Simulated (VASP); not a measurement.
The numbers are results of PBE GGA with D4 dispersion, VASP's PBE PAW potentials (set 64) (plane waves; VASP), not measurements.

VASP input:

### INCAR
```
! general
SYSTEM  = CsBr
PREC    = Accurate
ENCUT   = 520
LREAL   = .FALSE.
LASPH   = .TRUE.
ICHARG  = 11

! electronic loop
EDIFF   = 1E-7
NELM    = 100
ALGO    = Normal
LMAXMIX = 4

! smearing
ISMEAR  = 0
SIGMA   = 0.05

! functional
GGA     = PE
IVDW    = 13

! output
LWAVE   = .FALSE.
LCHARG  = .FALSE.
LORBIT  = 11
```

File KPOINTS:
```
k-points along high-symmetry lines
15
Line-mode
Reciprocal
  0.000000   0.000000   0.000000 ! GAMMA
  0.000000   0.500000   0.000000 ! X

  0.000000   0.500000   0.000000 ! X
  0.500000   0.500000   0.000000 ! M

  0.500000   0.500000   0.000000 ! M
  0.000000   0.000000   0.000000 ! GAMMA

  0.000000   0.000000   0.000000 ! GAMMA
  0.500000   0.500000   0.500000 ! R

  0.500000   0.500000   0.500000 ! R
  0.000000   0.500000   0.000000 ! X

  0.500000   0.500000   0.500000 ! R
  0.500000   0.500000   0.000000 ! M
```

File POSCAR:
```
CsBr
1
    4.3274639309     0.0000000000     0.0000000000
    0.0000000000     4.3274639309     0.0000000000
    0.0000000000     0.0000000000     4.3274639309
Cs Br
1 1
Direct
  0.0000000000   0.0000000000   0.0000000000
  0.5000000000   0.5000000000   0.5000000000
```

POTCAR, in this order: Cs_sv Br (PBE.64 set). Program: vasp_std. Read from the step before: CHGCAR.

What VASP printed:

**OSZICAR**
```
       N       E                     dE             d eps       ncg     rms          rms(c)
DAV:   1     0.943083632832E+02    0.94308E+02   -0.66454E+03  2160   0.112E+03
DAV:   2     0.132958368040E+01   -0.92979E+02   -0.87088E+02  3236   0.177E+02
DAV:   3    -0.595933562266E+01   -0.72889E+01   -0.72574E+01  2648   0.572E+01
DAV:   4    -0.604045388203E+01   -0.81118E-01   -0.81075E-01  2580   0.699E+00
DAV:   5    -0.604126349155E+01   -0.80961E-03   -0.80954E-03  2652   0.671E-01
DAV:   6    -0.604128074574E+01   -0.17254E-04   -0.17253E-04  2612   0.874E-02
DAV:   7    -0.604128126684E+01   -0.52109E-06   -0.52111E-06  2672   0.128E-02
DAV:   8    -0.604128128478E+01   -0.17946E-07   -0.17922E-07  2236   0.214E-03
   1 F= -.63620416E+01 E0= -.63620416E+01  d E =-.215997E-11
```

OUTCAR:
```
 val. band max:       -0.4357270605   @ k =   0.5000   0.5000   0.0000

 cond. band min:       3.9680471435   @ k =   0.0000   0.0000   0.0000



 k-point     1 :       0.0000    0.0000    0.0000
  band No.  band energies     occupation
      1     -20.2581      2.00000
      2     -12.7719      2.00000
      3      -6.8629      2.00000
      4      -6.8629      2.00000
      5      -6.8629      2.00000
      6      -0.4459      2.00000
      7      -0.4459      2.00000
      8      -0.4459      2.00000
      9       3.9680      0.00000
     10       4.5027      0.00000
     11       4.5027      0.00000
     12       8.5919      0.00000

 k-point     2 :       0.0000    0.0357    0.0000
  band No.  band energies     occupation
      1     -20.2575      2.00000
      2     -12.7720      2.00000
      3      -6.8681      2.00000
      4      -6.8618      2.00000
      5      -6.8618      2.00000
      6      -0.4676      2.00000
      7      -0.4482      2.00000
      8      -0.4482      2.00000
      9       4.0007      0.00000
     10       4.5108      0.00000
     11       4.5311      0.00000
     12       8.5842      0.00000

 k-point     3 :       0.0000    0.0714    0.0000
  band No.  band energies     occupation
      1     -20.2558      2.00000
      2     -12.7723      2.00000
      3      -6.8831      2.00000
      4      -6.8584      2.00000
      5      -6.8584      2.00000
      6      -0.5299      2.00000
      7      -0.4548      2.00000
      8      -0.4548      2.00000
      9       4.0961      0.00000
     10       4.5350      0.00000
     11       4.6156      0.00000
     12       8.5610      0.00000

 k-point     4 :       0.0000    0.1071    0.0000
  band No.  band energies     occupation
      1     -20.2530      2.00000
      2     -12.7727      2.00000
      3      -6.9070      2.00000
      4      -6.8528      2.00000
      5      -6.8528      2.00000
      6      -0.6261      2.00000
      7      -0.4657      2.00000
...
```

The density is held fixed in this step, so its total energy and stress have no physical meaning. Unless said otherwise, spin-orbit coupling is left out, though it shifts the bands of the heavy elements here.

The compound is CsBr in the CsCl type structure. It was relaxed first.
